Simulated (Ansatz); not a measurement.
**TiO2: moving Ti off its site**

TiO2, P4_2/mnm, a = 4.591 Å, c = 2.939 Å. The compound has several low-lying forms, and this is one of them. Ansatz: PBEsol, PAW, 420 eV, Γ-centred 6×6×10 mesh on 6 atoms, Gaussian smearing 0.05 eV; no spin polarisation.

```
CELL_PARAMETERS angstrom
4.59125 0.00000 0.00000
0.00000 4.59125 0.00000
0.00000 0.00000 2.93899
ATOMIC_POSITIONS crystal
Ti 0.00000 0.00000 0.00000
Ti 0.50000 0.50000 0.50000
O 0.30444 0.30444 0.00000
O 0.19556 0.80444 0.50000
O 0.69556 0.69556 0.00000
O 0.80444 0.19556 0.50000
```

Atom 1 (Ti) moves by x along the unit vector (0.462, -0.462, -0.757), with its periodic images; all else is held. y is the free energy of the cell over the start, F the force along the path summed over the moved atoms. Symmetry makes y even in x.

```
 x (Å) y (meV) F (eV/Å)
-0.200    245.6      3.04
-0.100        ?         ?
 0.000      0.0      0.00
 0.025      2.9     -0.23
 0.050     11.8     -0.48
 0.075     27.3     -0.76
 0.125     81.8     -1.46
 0.150    123.6     -1.90
 0.175    177.5     -2.42
```

Task: Fit y = c2 x² + c4 x⁴ to the energies of the other rows, give the force constant, and predict energy and force of the missing row.

Result: Least squares on the rows shown. y = 4657.5 x² + 37091 x⁴. The force constant is 2 c2 = 9.31 eV/Å² (for all images moving together, not for a lone atom). The force −dy/dx at the missing row is 1.08 eV/Å (computed 1.08). At x = -0.100 the fit asked for gives 50.3 meV. The run gave 50.2 meV, so the fit is 0.1 meV too high, within twice the rms miss on the fitted rows (0.06 meV).

Cost: 9 runs of about 1.9 core-minutes in all, on Intel Xeon Platinum 8488C (Sapphire Rapids) (shared hosts).